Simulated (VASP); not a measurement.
# MoS2 (R-3m) in VASP: further runs, part 2 of 3

VASP 6.6.1.

## 3. Single point, PBE, spin-orbit coupling, no magnetisation

INCAR reads:

```
PREC = Accurate
ENCUT = 500
EDIFF = 1E-7
ISMEAR = 0
SIGMA = 0.02
LREAL = F
LASPH = T
NELM = 100
ALGO = Normal
ISIF = 2
LWAVE = F
LCHARG = F
MAGMOM = 0 0 0 0 0 0 0 0 0
LORBIT = 11
LSORBIT = T
GGA_COMPAT = F
LMAXMIX = 4
GGA = PE
NBANDS = 42
```

KPOINTS reads:

```
regular mesh
0
Gamma
  7 7 7
```

POSCAR reads:

```
MoS2
1.0
    1.5855000000      0.9153888518      6.1149966667
   -1.5855000000      0.9153888518      6.1149966667
    0.0000000000     -1.8307777036      6.1149966667
Mo S
1 2
Direct
    0.0000000000      0.0000000000      0.0000000000
    0.2500000000      0.2500000000      0.2500000000
    0.7500000000      0.7500000000      0.7500000000
```

Potentials or basis: VASP PAW PBE potentials, release 64 (Mo_sv, S).

Command:

```bash
$ cat potpaw_PBE.64/Mo_sv/POTCAR potpaw_PBE.64/S/POTCAR > POTCAR
$ mpirun -np 1 vasp_ncl > vasp.out
```

OUTCAR:

```text
PREC = Accurate
   ENCUT = 500
   EDIFF = 1E-7
   ISMEAR = 0
   LREAL = F
   LASPH = T
   NELM = 100
   ISIF = 2
   LORBIT = 11
   LSORBIT = T
   GGA = PE

 Found     44 irreducible k-points:

 Following reciprocal coordinates:
            Coordinates               Weight
  0.000000  0.000000  0.000000      1.000000
  0.142857  0.000000  0.000000      6.000000
  0.285714  0.000000  0.000000      6.000000
  0.428571 -0.000000  0.000000      6.000000
  0.142857  0.142857  0.000000      6.000000
  0.285714  0.142857  0.000000     12.000000
   k-points           NKPTS =     44   k-points in BZ     NKDIM =     44   number of bands    NBANDS=     42
   number of dos      NEDOS =    301   number of ions     NIONS =      3
   total plane-waves  NPLWV = 110592
   dimension x,y,z NGX =    48 NGY =   48 NGZ =   48
   dimension x,y,z NGXF=    96 NGYF=   96 NGZF=   96
   ions per type =               1   2
   NGX,Y,Z   is equivalent  to a cutoff of  12.50, 12.50, 12.50 a.u.
   NGXF,Y,Z  is equivalent  to a cutoff of  25.00, 25.00, 25.00 a.u.
 SYSTEM =  unknown system
   PREC   = accura    normal or accurate (medium, high low for compatibility)
   ISTART =      0    job   : 0-new  1-cont  2-samecut
   ICHARG =      2    charge: 1-file 2-atom 10-const
   ISPIN  =      1    spin polarized calculation?
   LNONCOLLINEAR =      T non collinear calculations
   LSORBIT =      T    spin-orbit coupling
   LASPH  =      T    aspherical Exc in radial PAW
   ENCUT  =  500.0 eV  36.75 Ry    6.06 a.u.  11.64 11.64 11.64*2*pi/ulx,y,z
   NELM   =    100;   NELMIN=  2; NELMDL= -5     # of ELM steps
   EDIFF  = 0.1E-06   stopping-criterion for ELM
   LREAL  =      F    real-space projection
[... 7 lines left out ...]
   TEBEG  =    0.0;   TEEND  =   0.0 temperature during run
   PSTRESS=    0.0 pullay stress
   NELECT =      26.0000    total number of electrons
   NUPDOWN=      -1.0000    fix difference up-down
   EMIN   =  10.00;   EMAX   =-10.00  energy-range for DOS
   EFERMI =   0.00;   METHOD = LEGACY
   ISMEAR =     0;   SIGMA  =   0.02  broadening in eV -4-tet -1-fermi 0-gaus
   EFERMI_NEDOS =   21; number of points for ismear=-14 and -15
   IALGO  =     38    algorithm
   IMIX   =      4    mixing-type and parameters
     AMIX     =   0.40;   BMIX     =  1.00
     AMIX_MAG =   1.60;   BMIX_MAG =  1.00
  volume/ion in A,a.u.               =      17.75       119.78
  Fermi-wavevector in a.u.,A,eV,Ry     =   1.289118  2.436081 22.610522  1.661826
  Thomas-Fermi vector in A             =   2.421031
   LORBIT       =     11    0 simple, 1 ext, 2 COOP (PROOUT), +10 PAW based schemes
   GGA     = PE    functional components
   LHFCALC =     F    Hartree Fock is set to
   AEXX    =    0.0000 exact exchange contribution
   IVDW    =     0    specifies the selected vdW correction
   LEPSILON=     F    determine dielectric tensor
   LRPA    =     F    only Hartree local field effects (RPA)
 Gauss-broadening in eV      SIGMA  =   0.02
  energy-cutoff  :      500.00
  volume of cell :       53.25
 maximum number of plane-waves:      2728
   NGX = 23   NGY = 23   NGZ = 23

 number of electron      25.9999998 magnetization       0.0000000      0.0000000      0.0000000

 number of electron      25.9999998 magnetization       0.0000000      0.0000000     -0.0000000

 number of electron      25.9999998 magnetization      -0.0000000     -0.0000000      0.0000000

 Free energy of the ion-electron system (eV)
  ---------------------------------------------------
  ext. energy  EPLUGINS =         0.00000000
  ---------------------------------------------------
  free energy    TOTEN  =       -21.03200745 eV

  energy without entropy =      -21.03164150  energy(sigma->0) =      -21.03182448

 E-fermi :   7.9012     XC(G=0): -10.8251

 val. band max:        7.8953705389   @ k =   0.1429   0.0000   0.0000
 cond. band min:       7.9207953943   @ k =  -0.2857   0.2857   0.0000
 fundamental gap:      0.0254248555
 Fermi energy:         7.9011510271

 k-point     1 :       0.0000    0.0000    0.0000
  band No.  band energies     occupation
      1     -54.0347      1.00000
      2     -54.0347      1.00000
      3     -29.6900      1.00000
      4     -29.6900      1.00000
      5     -27.2983      1.00000
      6     -27.2983      1.00000
[... 235 lines left out ...]
     37      16.3383      0.00000
     38      16.3383      0.00000

 [... further k-points ...]

 [bands above 38 left out]

------------------------ aborting loop because EDIFF is reached ----------------------------------------

  FORCE on cell =-STRESS in cart. coord.  units (eV):
  Direction    XX          YY          ZZ          XY          YZ          ZX
  --------------------------------------------------------------------------------------
  -------------------------------------------------------------------------------------
  Total        2.2089894      2.2089894      3.5887764      0.0000000      0.0000000      0.0000000
  in kB       66.4637548     66.4637548    107.9785871      0.0000000      0.0000000      0.0000000
  external PRESSURE =      80.3020322 kB  Pullay stress =       0.0000000 kB

 VOLUME and BASIS-vectors are now :
 -----------------------------------------------------------------------------
  energy-cutoff  :      500.00
  volume of cell :       53.25
      direct lattice vectors                 reciprocal lattice vectors
     1.585500000  0.915388852  6.114996667     0.315357931  0.182071986  0.054510796
    -1.585500000  0.915388852  6.114996667    -0.315357931  0.182071986  0.054510796
     0.000000000 -1.830777704  6.114996667     0.000000000 -0.364143973  0.054510796

 POSITION                                       TOTAL-FORCE (eV/Angst)
 -----------------------------------------------------------------------------------
      0.00000      0.00000      0.00000         0.000000     -0.000000     -0.000000
      0.00000      0.00000      4.58625         0.000000     -0.000000     -1.024627
      0.00000      0.00000     13.75874         0.000000      0.000000      1.024627
 -----------------------------------------------------------------------------------
    total drift:                               -0.000000     -0.000000      0.000000

  FREE ENERGIE OF THE ION-ELECTRON SYSTEM (eV)
  ---------------------------------------------------
  free  energy   TOTEN  =       -21.0320074540 eV

  energy  without entropy=      -21.0316414974  energy(sigma->0) =      -21.03182448

 Spin-Orbit-Coupling matrix elements

 Ion:    1  E_soc:     -0.1948795
 l=   1
     0.0000000    -0.0294172    -0.0293317
    -0.0294172     0.0000000    -0.0294172
    -0.0293317    -0.0294172     0.0000000
 l=   2
     0.0000000    -0.0005256     0.0000000    -0.0005256    -0.0028322
    -0.0005256     0.0000000    -0.0019831    -0.0003729    -0.0005256
     0.0000000    -0.0019831     0.0000000    -0.0019831     0.0000000
    -0.0005256    -0.0003729    -0.0019831     0.0000000    -0.0005256
    -0.0028322    -0.0005256     0.0000000    -0.0005256     0.0000000
 l=   3
     0.0000000     0.0000000     0.0000000     0.0000000     0.0000000     0.0000000     0.0000000
     0.0000000     0.0000000     0.0000000     0.0000000     0.0000000     0.0000000     0.0000000
     0.0000000     0.0000000     0.0000000     0.0000000     0.0000000     0.0000000     0.0000000
     0.0000000     0.0000000     0.0000000     0.0000000     0.0000000     0.0000000     0.0000000
     0.0000000     0.0000000     0.0000000     0.0000000     0.0000000     0.0000000     0.0000000
     0.0000000     0.0000000     0.0000000     0.0000000     0.0000000     0.0000000     0.0000000
     0.0000000     0.0000000     0.0000000     0.0000000     0.0000000     0.0000000     0.0000000
[... 21 lines left out ...]
 Ion:    3  E_soc:     -0.0025028
 l=   1
     0.0000000    -0.0004202    -0.0004109
    -0.0004202     0.0000000    -0.0004202
    -0.0004109    -0.0004202     0.0000000
 l=   2
     0.0000000     0.0000000     0.0000000     0.0000000     0.0000000
     0.0000000     0.0000000     0.0000000     0.0000000     0.0000000
     0.0000000     0.0000000     0.0000000     0.0000000     0.0000000
     0.0000000     0.0000000     0.0000000     0.0000000     0.0000000
     0.0000000     0.0000000     0.0000000     0.0000000     0.0000000
 l=   3
     0.0000000     0.0000000     0.0000000     0.0000000     0.0000000     0.0000000     0.0000000
     0.0000000     0.0000000     0.0000000     0.0000000     0.0000000     0.0000000     0.0000000
     0.0000000     0.0000000     0.0000000     0.0000000     0.0000000     0.0000000     0.0000000
     0.0000000     0.0000000     0.0000000     0.0000000     0.0000000     0.0000000     0.0000000
     0.0000000     0.0000000     0.0000000     0.0000000     0.0000000     0.0000000     0.0000000
     0.0000000     0.0000000     0.0000000     0.0000000     0.0000000     0.0000000     0.0000000
     0.0000000     0.0000000     0.0000000     0.0000000     0.0000000     0.0000000     0.0000000

 total charge

# of ion       s       p       d       tot
------------------------------------------
    1        2.304   6.236   3.953  12.494
    2        1.367   2.347   0.000   3.714
    3        1.367   2.347   0.000   3.714
--------------------------------------------------
tot          5.038  10.930   3.953  19.922

 magnetization (x)

# of ion       s       p       d       tot
------------------------------------------
    1        0.000   0.000  -0.000  -0.000
    2        0.000   0.000   0.000   0.000
    3        0.000   0.000   0.000   0.000
--------------------------------------------------
tot          0.000   0.000  -0.000   0.000

 magnetization (y)

# of ion       s       p       d       tot
------------------------------------------
    1        0.000   0.000   0.000   0.000
    2        0.000  -0.000   0.000  -0.000
    3        0.000  -0.000   0.000  -0.000
--------------------------------------------------
tot          0.000  -0.000   0.000  -0.000

 magnetization (z)

# of ion       s       p       d       tot
------------------------------------------
    1        0.000   0.000   0.000   0.000
    2        0.000   0.000   0.000   0.000
    3        0.000   0.000   0.000   0.000
--------------------------------------------------
tot          0.000   0.000   0.000   0.000
```

OSZICAR:

```text
N       E                     dE             d eps       ncg     rms          rms(c)
DAV:   1     0.204953743612E+03    0.20495E+03   -0.13279E+04  3912   0.114E+03
DAV:   2    -0.127775873884E+02   -0.21773E+03   -0.20861E+03  4350   0.319E+02
DAV:   3    -0.224561439795E+02   -0.96786E+01   -0.95269E+01  4602   0.626E+01
DAV:   4    -0.225962445172E+02   -0.14010E+00   -0.13980E+00  4438   0.782E+00
DAV:   5    -0.225987462389E+02   -0.25017E-02   -0.25008E-02  4652   0.103E+00    0.259E+01
DAV:   6    -0.215121112139E+02    0.10866E+01   -0.51820E+00  3942   0.196E+01    0.986E+00
DAV:   7    -0.212250478583E+02    0.28706E+00   -0.27144E+00  3904   0.127E+01    0.686E+00
DAV:   8    -0.210312966812E+02    0.19375E+00   -0.28876E-01  4124   0.482E+00    0.218E+00
DAV:   9    -0.210351938107E+02   -0.38971E-02   -0.46192E-02  4344   0.135E+00    0.904E-01
DAV:  10    -0.210319140197E+02    0.32798E-02   -0.80471E-03  4158   0.760E-01    0.258E-01
DAV:  11    -0.210320980924E+02   -0.18407E-03   -0.11324E-03  4690   0.206E-01    0.889E-02
DAV:  12    -0.210320000371E+02    0.98055E-04   -0.24734E-04  4084   0.125E-01    0.174E-02
DAV:  13    -0.210320037334E+02   -0.36963E-05   -0.24275E-05  4206   0.305E-02    0.127E-02
DAV:  14    -0.210320076290E+02   -0.38956E-05   -0.75777E-06  4158   0.181E-02    0.692E-03
DAV:  15    -0.210320074513E+02    0.17768E-06   -0.48179E-07  4354   0.565E-03    0.239E-03
DAV:  16    -0.210320074540E+02   -0.27048E-08   -0.44401E-07  3746   0.429E-03
   1 F= -.21032007E+02 E0= -.21031824E+02  d E =-.365957E-03  mag=     0.0000    -0.0000    -0.0000
```

Wall time 11 min (1 thread of Intel Xeon Platinum 8559C (Emerald Rapids), shared host); peak memory 0.79 GiB.

The run converged, but some of its settings lie outside the range that counts as converged, so its numbers aren't taken as properties of the crystal.

Results:

```
Free energy                                           : -21.0320 eV
Pressure                                              : 8.0 GPa
Largest force                                         : 1.025 eV/Å
Valence electrons inside the program's atomic spheres : Mo 12.49; S 3.71
```

Caveat: the cell's inner coordinates are idealised or old, which leaves forces on the atoms.

(Part 2 of 3 ends here.)
